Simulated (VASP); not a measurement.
# CdO (Monteponite) (Fm-3m) in VASP: further runs

Aim: see how the results for CdO (Monteponite) move with the level of theory and the settings. Levels: PBE, BLYP+D3, BLYP+D3(BJ). Tasks: single point, relaxation of cell and atoms.

Program: VASP 6.6.1. These are calculated values, not measurements. Logs are shortened: lines on timing, memory, paths and dates and some standing lists are left out, and cuts for length are marked.

### Step 1. The structure

Symmetry: Fm-3m, No. 225, cubic system. The conventional cell has a = 4.699 Å, b = 4.699 Å, c = 4.699 Å, α = 90.00°, β = 90.00°, γ = 90.00°. Cd (site symmetry m-3m) has 6 O at 2.35 Å as nearest neighbours. Around O (site symmetry m-3m) lie 6 Cd at 2.35 Å.

### Step 2. Single point, PBE

The input, INCAR:

```
SYSTEM = CdO
PREC = Accurate
ENCUT = 520
EDIFF = 1E-6
ISMEAR = 0
SIGMA = 0.028000000000000004
LREAL = .False.
LASPH = .True.
NELM = 80
ALGO = Normal
ISIF = 2
LWAVE = .False.
LCHARG = .True.
GGA = PE
LELF = .True.
LVHAR = .True.
NBANDS = 16
```

The input, KPOINTS:

```
regular mesh
0
Gamma
  10 10 10
  0 0 0
```

The input, POSCAR:

```
CdO
1.0
    0.0000000000      2.3495000000      2.3495000000
    2.3495000000      0.0000000000      2.3495000000
    2.3495000000      2.3495000000      0.0000000000
Cd O
1 1
Direct
    0.0000000000      0.0000000000      0.0000000000
    0.5000000000      0.5000000000      0.5000000000
```

Potentials or basis: VASP PAW PBE potentials, release 64 (Cd, O).

Launch:

```
cat potpaw_PBE.64/Cd/POTCAR potpaw_PBE.64/O/POTCAR > POTCAR
mpirun -np 1 vasp_std > vasp.out
```

OUTCAR:

```text
SYSTEM = CdO
   PREC = Accurate
   ENCUT = 520
   EDIFF = 1E-6
   ISMEAR = 0
   LREAL = .False.
   LASPH = .True.
   NELM = 80
   ISIF = 2
   GGA = PE

 ion  position               nearest neighbor table
   1  0.000  0.000  0.000-   2 2.35   2 2.35   2 2.35   2 2.35   2 2.35   2 2.35
   2  0.500  0.500  0.500-   1 2.35   1 2.35   1 2.35   1 2.35   1 2.35   1 2.35

  LATTYP: Found a face centered cubic cell.
 ALAT       =     4.6990000000

  Lattice vectors:

 A1 = (   0.0000000000,   2.3495000000,   2.3495000000)
 A2 = (   2.3495000000,   0.0000000000,   2.3495000000)
 A3 = (   2.3495000000,   2.3495000000,   0.0000000000)

Analysis of symmetry for initial positions (statically):
=====================================================================
 Subroutine PRICEL returns:
 Original cell was already a primitive cell.

 Routine SETGRP: Setting up the symmetry group for a
 face centered cubic supercell.

 Subroutine GETGRP returns: Found 48 space group operations
 (whereof 48 operations were pure point group operations)
 out of a pool of 48 trial point group operations.

The static configuration has the point symmetry O_h .

Analysis of symmetry for dynamics (positions and initial velocities):
=====================================================================
 Subroutine PRICEL returns:
 Original cell was already a primitive cell.

 Routine SETGRP: Setting up the symmetry group for a
 face centered cubic supercell.

 Subroutine GETGRP returns: Found 48 space group operations
 (whereof 48 operations were pure point group operations)
 out of a pool of 48 trial point group operations.

The dynamic configuration has the point symmetry O_h .

 Subroutine INISYM returns: Found 48 space group operations
 (whereof 48 operations are pure point group operations),
 and found     1 'primitive' translations

----------------------------------------------------------------------------------------

                                     Primitive cell

  volume of cell :      25.9392

  direct lattice vectors                    reciprocal lattice vectors
     0.000000000  2.349500000  2.349500000    -0.212811236  0.212811236  0.212811236
     2.349500000  0.000000000  2.349500000     0.212811236 -0.212811236  0.212811236
     2.349500000  2.349500000  0.000000000     0.212811236  0.212811236 -0.212811236

  length of vectors
     3.322694765  3.322694765  3.322694765     0.368599874  0.368599874  0.368599874

  position of ions in fractional coordinates (direct lattice)
     0.000000000  0.000000000  0.000000000
     0.500000000  0.500000000  0.500000000

  ion indices of the primitive-cell ions
   primitive index   ion index
                 1           1
                 2           2

----------------------------------------------------------------------------------------

 KPOINTS: regular mesh

Automatic generation of k-mesh.
 Grid dimensions read from file:
 generate k-points for:   10   10   10

 Generating k-lattice:

  Cartesian coordinates                     Fractional coordinates (reciprocal lattice)
    -0.021281124  0.021281124  0.021281124     0.100000000  0.000000000  0.000000000
     0.021281124 -0.021281124  0.021281124     0.000000000  0.100000000  0.000000000
     0.021281124  0.021281124 -0.021281124     0.000000000  0.000000000  0.100000000

  Length of vectors
     0.036859987  0.036859987  0.036859987

  Shift w.r.t. Gamma in fractional coordinates (k-lattice)
     0.000000000  0.000000000  0.000000000

 Subroutine IBZKPT returns following result:
 ===========================================

 Found     47 irreducible k-points:

 Following reciprocal coordinates:
            Coordinates               Weight
  0.000000  0.000000  0.000000      1.000000
  0.100000  0.000000  0.000000      8.000000
  0.200000  0.000000  0.000000      8.000000
  0.300000  0.000000  0.000000      8.000000
  0.400000  0.000000  0.000000      8.000000
  0.500000  0.000000  0.000000      4.000000
[... 16 lines left out ...]
  0.300000  0.300000  0.000000      6.000000
  0.400000  0.300000  0.000000     24.000000
 [... further k-points ...]
   k-points           NKPTS =     47   k-points in BZ     NKDIM =     47   number of bands    NBANDS=     16
   number of dos      NEDOS =    301   number of ions     NIONS =      2
   total plane-waves  NPLWV =  21952
   dimension x,y,z NGX =    28 NGY =   28 NGZ =   28
   dimension x,y,z NGXF=    56 NGYF=   56 NGZF=   56
   ions per type =               1   1
   NGX,Y,Z   is equivalent  to a cutoff of  14.01, 14.01, 14.01 a.u.
   NGXF,Y,Z  is equivalent  to a cutoff of  28.02, 28.02, 28.02 a.u.
 SYSTEM =  CdO
   PREC   = accura    normal or accurate (medium, high low for compatibility)
   ISTART =      0    job   : 0-new  1-cont  2-samecut
   ICHARG =      2    charge: 1-file 2-atom 10-const
   ISPIN  =      1    spin polarized calculation?
   LNONCOLLINEAR =      F non collinear calculations
[... 110 lines left out ...]
  band No.  band energies     occupation
      1     -14.6161      2.00000
      2      -5.4815      2.00000
      3      -5.1898      2.00000
      4      -5.1898      2.00000
      5      -4.1612      2.00000
      6      -4.1612      2.00000
[... 8 lines left out ...]
     15      23.2772      0.00000
     16      23.2772      0.00000

 k-point     6 :       0.5000    0.0000    0.0000
  band No.  band energies     occupation
      1     -14.5317      2.00000
      2      -5.6206      2.00000
      3      -5.2578      2.00000
      4      -5.2578      2.00000
      5      -4.1118      2.00000
      6      -4.1118      2.00000
[... 8 lines left out ...]
     15      23.2950      0.00000
     16      24.0854      0.00000

 k-point     7 :       0.1000    0.1000    0.0000
  band No.  band energies     occupation
      1     -15.2389      2.00000
      2      -4.7109      2.00000
      3      -4.6291      2.00000
      4      -4.6291      2.00000
      5      -4.5781      2.00000
      6      -4.3345      2.00000
[... 8 lines left out ...]
     15      20.7159      0.00000
     16      22.3201      0.00000

 k-point     8 :       0.2000    0.1000    0.0000
  band No.  band energies     occupation
      1     -15.0991      2.00000
      2      -4.8328      2.00000
      3      -4.7811      2.00000
      4      -4.6337      2.00000
      5      -4.5399      2.00000
      6      -4.3234      2.00000
[... 8 lines left out ...]
     15      21.1660      0.00000
     16      23.0735      0.00000

 k-point     9 :       0.3000    0.1000    0.0000
  band No.  band energies     occupation
      1     -14.8842      2.00000
      2      -5.0961      2.00000
      3      -4.9372      2.00000
      4      -4.8039      2.00000
      5      -4.4110      2.00000
      6      -4.2321      2.00000
[... 8 lines left out ...]
     15      21.4326      0.00000
     16      23.5524      0.00000
[... 172 lines left out ...]
 k-point    19 :       0.5000    0.2000    0.0000
  band No.  band energies     occupation
      1     -14.5871      2.00000
      2      -5.2298      2.00000
      3      -4.9962      2.00000
      4      -4.9301      2.00000
      5      -4.1989      2.00000
      6      -4.0715      2.00000
[... 8 lines left out ...]
     15      24.1412      0.00000
     16      24.2850      0.00000

 k-point    20 :      -0.4000    0.2000    0.0000
  band No.  band energies     occupation
      1     -14.5557      2.00000
      2      -5.3285      2.00000
      3      -5.0659      2.00000
      4      -4.9343      2.00000
      5      -4.1446      2.00000
      6      -4.1000      2.00000
[... 8 lines left out ...]
     15      22.7095      0.00000
     16      23.3470      0.00000

 k-point    21 :      -0.3000    0.2000    0.0000
  band No.  band energies     occupation
      1     -14.6335      2.00000
      2      -5.2963      2.00000
      3      -5.0985      2.00000
      4      -4.8879      2.00000
      5      -4.2770      2.00000
      6      -4.0570      2.00000
[... 8 lines left out ...]
     15      21.7895      0.00000
     16      22.5714      0.00000

 k-point    22 :      -0.2000    0.2000    0.0000
  band No.  band energies     occupation
      1     -14.7877      2.00000
      2      -5.1404      2.00000
      3      -5.0302      2.00000
      4      -4.8661      2.00000
      5      -4.4079      2.00000
      6      -4.1072      2.00000
[... 8 lines left out ...]
     15      21.5314      0.00000
     16      22.8284      0.00000

 k-point    23 :       0.3000    0.3000    0.0000
  band No.  band energies     occupation
      1     -14.8215      2.00000
      2      -4.9699      2.00000
      3      -4.9203      2.00000
      4      -4.3075      2.00000
      5      -4.3075      2.00000
      6      -4.1858      2.00000
[... 8 lines left out ...]
     15      26.2094      0.00000
     16      26.4749      0.00000

 k-point    24 :       0.4000    0.3000    0.0000
  band No.  band energies     occupation
      1     -14.7277      2.00000
      2      -5.0248      2.00000
      3      -4.7449      2.00000
      4      -4.3745      2.00000
      5      -4.1999      2.00000
      6      -4.0727      2.00000
[... 8 lines left out ...]
     15      25.7982      0.00000
     16      26.3195      0.00000

 [... further k-points ...]
[... 5 lines left out ...]
  --------------------------------------------------------------------------------------
  -------------------------------------------------------------------------------------
  Total        1.2280579      1.2280579      1.2280579     -0.0000000      0.0000000      0.0000000
  in kB       75.8530553     75.8530553     75.8530553     -0.0000000      0.0000000      0.0000000
  external PRESSURE =      75.8530553 kB  Pullay stress =       0.0000000 kB

 VOLUME and BASIS-vectors are now :
 -----------------------------------------------------------------------------
  energy-cutoff  :      520.00
  volume of cell :       25.94
      direct lattice vectors                 reciprocal lattice vectors
     0.000000000  2.349500000  2.349500000    -0.212811236  0.212811236  0.212811236
     2.349500000  0.000000000  2.349500000     0.212811236 -0.212811236  0.212811236
     2.349500000  2.349500000  0.000000000     0.212811236  0.212811236 -0.212811236

 POSITION                                       TOTAL-FORCE (eV/Angst)
 -----------------------------------------------------------------------------------
      0.00000      0.00000      0.00000         0.000000     -0.000000     -0.000000
      2.34950      2.34950      2.34950        -0.000000      0.000000      0.000000
 -----------------------------------------------------------------------------------
    total drift:                                0.000000      0.000000      0.000000

  FREE ENERGIE OF THE ION-ELECTRON SYSTEM (eV)
  ---------------------------------------------------
  free  energy   TOTEN  =        -7.6964604212 eV

  energy  without entropy=       -7.6963931038  energy(sigma->0) =       -7.69642676
```

It took 12 s on 1 thread of Intel Xeon 6975P-C (Granite Rapids), shared host; peak memory 0.17 GiB.

What came out:

* Free energy: -7.6965 eV
* Pressure: 7.6 GPa
* Band gap on the k mesh: none (metal or under the smearing width)

Caveat: this crystal is a semiconductor, whose small gap the functional closes, so the metal is an error of the method.

### Step 3. Relaxation of cell and atoms, BLYP+D3

The input, INCAR:

```
SYSTEM = CdO
PREC     = Accurate       ! precision mode
ENCUT    = 600            ! plane-wave cutoff, eV
EDIFF    = 1E-6           ! SCF threshold, eV
ISMEAR   = -1             ! smearing method
SIGMA    = 0.05           ! smearing width, eV
LREAL    = .False.        ! projectors in reciprocal space
LASPH    = .True.         ! aspherical terms in the spheres
NELM     = 80             ! most SCF steps
ALGO     = Normal         ! electronic algorithm
ISIF     = 3              ! what is computed and relaxed
LWAVE    = .False.        ! write WAVECAR
LCHARG   = .False.        ! write CHGCAR
GGA      = B5             ! functional
ALDAX    = 1.0          
AGGAX    = 1.0          
AGGAC    = 1.0          
ALDAC    = 0.0          
IVDW     = 11             ! dispersion correction
VDW_S6   = 1.0          
VDW_S8   = 1.682        
VDW_SR   = 1.094        
VDW_SR8  = 1.0          
IBRION   = 2              ! ionic algorithm
NSW      = 40             ! ionic steps
EDIFFG   = -0.01          ! ionic threshold
```

The input, KPOINTS:

```
Automatic mesh
0
Gamma
  10 10 10
  0 0 0
```

POSCAR is that of step 2.

Potentials or basis: VASP PAW PBE potentials, release 64 (Cd, O).

Launch:

```
cat potpaw_PBE.64/Cd/POTCAR potpaw_PBE.64/O/POTCAR > POTCAR
mpirun -np 1 vasp_std > vasp.out
```

Wall time 45 s (1 thread of Intel Xeon 6975P-C (Granite Rapids), shared host); peak memory 0.18 GiB.

It converged, with:

```yaml
Free_energy: -7.7575 eV
Relaxed_volume: 14.02 Å³/atom
Relaxed_cell: a = 3.410 Å, b = 3.410 Å, c = 3.410 Å, α = 60.00°, β = 60.00°, γ = 60.00°
Space_group_after_relaxing_to_0.05_Å: Fm-3m (No. 225)
Energy_gained_by_relaxing: 30.2 meV/atom
Ionic_steps: 3
Pressure_after_relaxing: 0.0 GPa
Band_gap_on_the_k_mesh: none (metal or under the smearing width)
Dispersion_energy_per_atom: -0.398 eV
```

The path:
```tsv
step	energy change (eV)	largest force (eV/Å)	pressure (GPa)	volume (Å³)
1	0.0000	0.0000	9.92	25.94
2	-0.0489	0.0000	-3.46	29.07
3	-0.0603	0.0000	0.00	28.04
```

Final structure:
```
CELL_PARAMETERS angstrom
0.00000 2.41130 2.41130
2.41130 0.00000 2.41130
2.41130 2.41130 0.00000
ATOMIC_POSITIONS crystal
Cd 0.00000 0.00000 0.00000
O 0.50000 0.50000 0.50000
```

Levels at points of the mesh, in eV from the Fermi level:
| k point | band 7 | band 8 | band 9 | band 10 | band 11 | band 12 |
| --- | --- | --- | --- | --- | --- | --- |
| (0.00, 0.00, 0.00) | -1.23 | -1.23 | -1.23 | -0.62 | 15.26 | 16.58 |
| (0.50, 0.00, 0.00) | -3.79 | -0.18 | -0.18 | 4.48 | 6.56 | 11.41 |
| (0.50, 0.50, 0.00) | -3.88 | -2.10 | -2.10 | 3.31 | 8.22 | 11.20 |

Caveat: the PAW data sets were made with another functional, which shifts forces and pressure a little; pairwise dispersion overbinds metals, which lowers pressure and volume; this crystal is a semiconductor, whose small gap the functional closes, so the metal is an error of the method. Zero-point motion and thermal expansion aren't in these numbers.

### Step 4. Relaxation of cell and atoms, BLYP+D3(BJ)

The input, INCAR:

```
SYSTEM = CdO
AGGAC = 1.0
AGGAX = 1.0
ALDAC = 0.0
ALDAX = 1.0
ALGO = Normal
EDIFF = 1E-6
EDIFFG = -0.005
ENCUT = 600
GGA = B5
IBRION = 2
ISIF = 3
ISMEAR = -1
IVDW = 12
LASPH = .TRUE.
LCHARG = .FALSE.
LREAL = .FALSE.
LWAVE = .FALSE.
NELM = 100
NSW = 40
PREC = Accurate
SIGMA = 0.05
VDW_A1 = 0.4298
VDW_A2 = 4.2359
VDW_S6 = 1.0
VDW_S8 = 2.6996
```

The input, KPOINTS:

```
k-points
0
G
  10 10 10
  0 0 0
```

POSCAR is that of step 3.

Launch:

```
cat potpaw_PBE.64/Cd/POTCAR potpaw_PBE.64/O/POTCAR > POTCAR
mpirun -np 1 vasp_std > vasp.out
```

Run time: 44 s. Hardware: 1 thread of Intel Xeon 6975P-C (Granite Rapids), shared host; peak memory 0.19 GiB.

The run converged. Its results:

| Quantity | Value |
| --- | --- |
| Free energy | -8.1809 eV |
| Relaxed volume | 13.48 Å³/atom |
| Relaxed cell | a = 3.366 Å, b = 3.366 Å, c = 3.366 Å, α = 60.00°, β = 60.00°, γ = 60.00° |
| Space group after relaxing (to 0.05 Å) | Fm-3m (No. 225) |
| Energy gained by relaxing | 8.5 meV/atom |
| Ionic steps | 3 |
| Pressure after relaxing | 0.0 GPa |
| Band gap on the k mesh | none (metal or under the smearing width) |
| Dispersion energy per atom | -0.625 eV |

The path:
| step | energy change (eV) | largest force (eV/Å) | pressure (GPa) | volume (Å³) |
| --- | --- | --- | --- | --- |
| 1 | 0.0000 | 0.0000 | 5.56 | 25.94 |
| 2 | -0.0097 | 0.0000 | -3.23 | 27.67 |
| 3 | -0.0170 | 0.0000 | -0.02 | 26.96 |

Final structure:
```yaml
crystal:
  lattice:
    - [0.00000, 2.37987, 2.37987]
    - [2.37987, 0.00000, 2.37987]
    - [2.37987, 2.37987, 0.00000]
  atoms:
    - { symbol: Cd, position: [0.00000, 0.00000, 0.00000] }
    - { symbol: O, position: [0.50000, 0.50000, 0.50000] }
```

Levels at points of the mesh, in eV from the Fermi level:
| k point | band 5 | band 6 | band 7 | band 8 | band 9 | band 10 | band 11 | band 12 | band 13 |
| --- | --- | --- | --- | --- | --- | --- | --- | --- | --- |
| (0.00, 0.00, 0.00) | -6.58 | -6.58 | -1.35 | -1.35 | -1.35 | -0.53 | 15.35 | 16.86 | 16.86 |
| (0.50, 0.00, 0.00) | -6.37 | -6.37 | -3.88 | -0.17 | -0.17 | 4.52 | 6.85 | 11.63 | 11.63 |
| (0.50, 0.50, 0.00) | -6.24 | -5.96 | -4.13 | -2.26 | -2.26 | 3.49 | 8.40 | 11.35 | 12.89 |

Caveat: the PAW data sets were made with another functional, which shifts forces and pressure a little; pairwise dispersion overbinds metals, which lowers pressure and volume; this crystal is a semiconductor, whose small gap the functional closes, so the metal is an error of the method. Zero-point motion and thermal expansion aren't in these numbers.

### Step 5. Overview

| task | level | cell | cutoff (eV) | smearing | gap on the mesh (eV) | pressure (GPa) | relaxed volume (Å³/atom) |
| --- | --- | --- | --- | --- | --- | --- | --- |
| single point | PBE | as given | 520 | gaussian 0.028 eV | none | 7.6 | - |
| relaxation of cell and atoms | BLYP+D3 | relaxed | 600 | fermi-dirac 0.05 eV | none | 0.0 | 14.02 |
| relaxation of cell and atoms | BLYP+D3(BJ) | relaxed | 600 | fermi-dirac 0.05 eV | none | 0.0 | 13.48 |

Alike in all rows: potentials or basis VASP PAW PBE potentials, release 64 (Cd, O); no spin polarisation; k mesh 10 × 10 × 10.

Caveats: this crystal is a semiconductor, whose small gap the functional closes, so the metal is an error of the method; the PAW data sets were made with another functional, which shifts forces and pressure a little (some runs); pairwise dispersion overbinds metals, which lowers pressure and volume (some runs).

Absolute energies hang on the potentials; compare differences alone.
